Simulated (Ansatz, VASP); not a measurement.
Ru in VASP and in Ansatz

File INCAR:

```
SYSTEM = Ru
ALGO = Normal
EDIFF = 1E-7
ENCUT = 520
GGA = PS
ISIF = 2
ISMEAR = -1
LASPH = .True.
LCHARG = .False.
LREAL = .False.
LWAVE = .False.
NBANDS = 21
NELM = 100
PREC = Accurate
SIGMA = 0.03
```

Contents of KPOINTS:

```
k-points
0
Gamma
  14 14 8
  0 0 0
```

File POSCAR:

```
Ru
1.0
    2.6784661590      0.0000000000      0.0000000000
   -1.3392330795      2.3196197369      0.0000000000
    0.0000000000      0.0000000000      4.2386455276
Ru
2
Direct
    0.3333333333      0.6666666667      0.2500000000
    0.6666666667      0.3333333333      0.7500000000
```

Input for Ansatz:

```yaml
crystal:
  lattice:
    - [2.678466159, 0.0, 0.0]
    - [-1.3392330795, 2.3196197369, 0.0]
    - [0.0, 0.0, 4.2386455276]
  atoms:
    - { symbol: Ru, position: [0.3333333333, 0.6666666667, 0.25] }
    - { symbol: Ru, position: [0.6666666667, 0.3333333333, 0.75] }
kpoints:
  mp_grid: { grid: [14, 14, 8] }
scf:
  occupations: { method: fermi_dirac, width: 0.03 }
hamiltonian:
  xc: pbesol
  pseudopotentials: { kind: all_electron, lapw: { basis_error: 0.0005 } }
output:
  forces: true
  stress: true
  eigenvalues: true
```

Change from the starting cell: volume scaled by 0.97.

Alike in both runs: task single point; functional PBEsol; k mesh 14 × 14 × 8; occupations fermi-dirac, width 0.03 eV; no spin polarisation.

|  | VASP | Ansatz |
| --- | --- | --- |
| version | VASP 6.6.1 | Ansatz 0.2.0 |
| potentials or method | VASP PAW PBE potentials, release 64 (Ru_pv) | all-electron LAPW, scalar-relativistic |
| plane-wave cutoff (eV) | 520 | see its input |

|  | VASP | Ansatz | Ansatz less VASP |
| --- | --- | --- | --- |
| pressure (GPa) | 4.1 | 4.1 | +0.03 |
| largest component of the traceless stress (GPa) | 1.02 | 1.07 | +0.043 |

Ansatz ran all-electron here, so the differences hold the error of VASP's frozen core and of both bases.

Caveats: the PAW data sets were made with another functional, which shifts forces and pressure a little (VASP).
